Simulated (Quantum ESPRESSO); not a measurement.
# AlO in Quantum ESPRESSO: the effect of target pressure

Crystal: AlO.

```
Al O
1.0
     2.76919    0.00000    0.00000
     0.00000    2.76919    0.00000
     0.00000    0.00000    2.76919
Al O
1 1
Direct
  0.50000 0.50000 0.50000
  0.00000 0.00000 0.00000
```

The cell was built by a generator and needn't be a form met in nature.

Alike in all runs:

```yaml
Program: Quantum ESPRESSO 7.5
Task: phonons
Functional: PBEsol
Potentials_or_basis: GBRV 1.5 PBEsol
Cutoff: 612 eV
Density_cutoff: 4898 eV
k_mesh: 10 × 10 × 10
Occupations: cold, width 0.2 eV
Spin: no spin polarisation
```

Each run relaxes the cell or the atoms first.

```tsv
target pressure	relaxed volume (Å³/atom)	highest phonon frequency (cm⁻¹)
0 GPa	?	?
10 GPa	9.65	-9
25 GPa	8.97	-7
50 GPa	8.17	-8
80 GPa	7.49	-9
```

Q: What does the run with target pressure 0 GPa give?

A: Relaxed volume 10.29 Å³/atom; highest phonon frequency -9 cm⁻¹.

Worked out: In Murnaghan's law V^(-B') rises as a straight line in P. The other rows fit best with B' = 3.0, V0 = 10.24 Å³/atom and B0 = 155 GPa, which gives 10.24 Å³/atom at 0 GPa, against the run's 10.29. A parabola through the other rows of the highest phonon frequency, of slope 0.1 cm⁻¹ per GPa there, extrapolates to -10 cm⁻¹, against the run's -9.

Caveats: the mesh is thin for the phonons of a metal; some modes are imaginary; an odd number of electrons without spin polarisation forces a metal; a magnetic or distorted state may lie lower; the cell is more than 3 GPa from zero pressure, which shifts response properties (some runs); the volume moved by over 15 % at a fixed basis, so the end points are rough (some runs).
